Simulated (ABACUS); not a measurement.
**Cr: single point with PBE**

The system is Cr.

```xyz
2
Lattice="1.1471 -2.4670 0.0000 1.1471 2.4670 0.0000 0.0000 0.0000 4.0643" Properties=species:S:1:pos:R:3 pbc="T T T"
Cr    1.1471   -1.8282    3.0482
Cr    1.1471    1.8282    1.0161
```

This isn't the form of Cr at room conditions, which is bcc.

```json
{"Program": "ABACUS 3.10.1", "Task": "single point", "Functional": "PBE", "Potentials or basis": "Ansatz NC PBE", "Cutoff": "1293 eV", "Density cutoff": "5170 eV", "Basis": "plane waves", "k mesh": "9 × 9 × 5", "Occupations": "fermi-dirac, width 0.05 eV", "Spin": "collinear spin, ferromagnetic start", "Starting moments": "[3.0, 3.0] μB", "Radial cutoff of the potentials (pseudo_rcut)": "7 bohr", "SCF threshold on the density": "1e-08", "Max SCF steps": "100", "Eigensolver": "dav", "Mixing": "broyden", "Mixing share": "0.4", "Symmetry key": "1"}
```

* Pressure: 7.9 GPa
* Largest force: 0.208 eV/Å
* Band gap on the k mesh: none (metal or under the smearing width)
* Net moment: 0.00 μB per cell
* Absolute moment: 0.00 μB per cell

Forces in eV/Å, atoms in the order of the input:
```
Cr   0.000  0.208  0.000
Cr   0.000 -0.208  0.000
```

Stress tensor (GPa, compression positive):
```
 7.06  0.00  0.00
 0.00  4.63  0.00
 0.00  0.00 11.94
```

Levels at points of the mesh, in eV from the Fermi level:
Spin up:
```
           k point  band 12  band 13  band 14  band 15  band 16  band 17
(0.00, 0.00, 0.00)    -1.90    -0.85     0.19     0.97     1.04     1.08
```
Spin down:
```tsv
k point	band 10	band 11	band 12	band 13	band 14	band 15	band 16	band 17	band 18	band 19
(0.00, 0.00, 0.00)	-4.35	-2.13	-1.90	-0.85	0.19	0.97	1.04	1.08	1.72	1.88
```

Wall time 14 s on 4 MPI ranks on AMD EPYC 9R45 96-Core Processor (Zen 5), on a shared host, peak memory 0.44 GiB a rank.

Caveat: the starting moments collapsed, and a magnetic state may lie lower.
